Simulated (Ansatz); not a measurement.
CsI at 20 GPa: from Born charge to LO–TO splitting and polaron coupling

The calculation used DFT PBEsol, scalar-relativistic, plane waves, PAW in Ansatz 0.2.0. Plane waves to 420 eV; Γ-centred k mesh 8×8×8; fixed occupations. No spin polarisation. Phonons by linear response, acoustic sum rule imposed.

The cell, relaxed at 20 GPa:
```xyz
2
Lattice="3.8566 0.0000 0.0000 0.0000 3.8566 0.0000 0.0000 0.0000 3.8566" Properties=species:S:1:pos:R:3 pbc="T T T"
Cs    0.0000    0.0000    0.0000
I     1.9283    1.9283    1.9283
```

Spin–orbit coupling is left out, which matters for heavy elements. Other phases may be more stable at this pressure.

Linear response gives ν_TO = 154.2 cm⁻¹, Born charges ±1.367 e (positive on Cs) and ε∞ = 5.474. The primitive cell holds 57.362 Å³, and the masses are 132.905 and 126.904 amu.

Problem. Find ν_LO and the static dielectric constant.

Solution. The long-wave field adds a restoring force: ω_LO² − ω_TO² = Z*²e²/(ε_vac ε∞ μV). In these units ν_LO² − ν_TO² = 4.92064×10⁷ Z*²/(μ V ε∞) cm⁻², with μ = m₁m₂/(m₁ + m₂) = 64.918 amu: 4510 cm⁻². So ν_LO = √(154.2² + 4510) = 168.1 cm⁻¹, and the run gives 168.2. Lyddane–Sachs–Teller then gives ε0 = ε∞ (ν_LO/ν_TO)² = 6.51, against 6.51 in the run (it forms both from the same three quantities, so the match checks the arithmetic only). Between ν_TO and ν_LO the dielectric function is negative and an undamped crystal reflects fully: a reststrahlen band from 59.5 to 64.9 μm.

Problem. What do the Clausius–Mossotti polarisability and the Szigeti charge come to?

Solution. With the Lorentz local field, α = (3V/4π)(ε∞ − 1)/(ε∞ + 2) = 8.20 Å³ for the pair, and e_S = 3Z*/(ε∞ + 2) = 0.55 e. The Born charge includes the electrons' response to the dipole's own local field, and e_S takes that enhancement out. The Lorentz field assumes point-like polarisable ions, a poor picture once ε∞ is this large, since the electron clouds then overlap or are shared, so both numbers are formal here.

Problem. How strongly does a slow electron couple to the LO mode?

Solution. For one isotropic parabolic band, Fröhlich's constant is α_F = (1/ε∞ − 1/ε0) √(m* Ry/ħω_LO), with Ry = 13.606 eV, ħω_LO = 20.8 meV and m* in free-electron masses: α_F = 0.0291 × 25.55 × √m* = 0.74 √m*. The band mass isn't part of this run; for m* = 0.1, 0.3 and 1 it gives 0.24, 0.41, 0.74. In weak coupling the polaron lies α_F ħω_LO below the band edge (9 meV at m* = 0.3) with a mass m*(1 + α_F/6); past α_F of about 5 or 6 that expansion fails. A semilocal functional's ε∞ tends to be too large, which taken alone lowers α_F.

Cost: 1 run of about 0.95 core-minutes, on Intel Xeon Platinum 8259CL (Skylake/Cascade Lake) (shared hosts).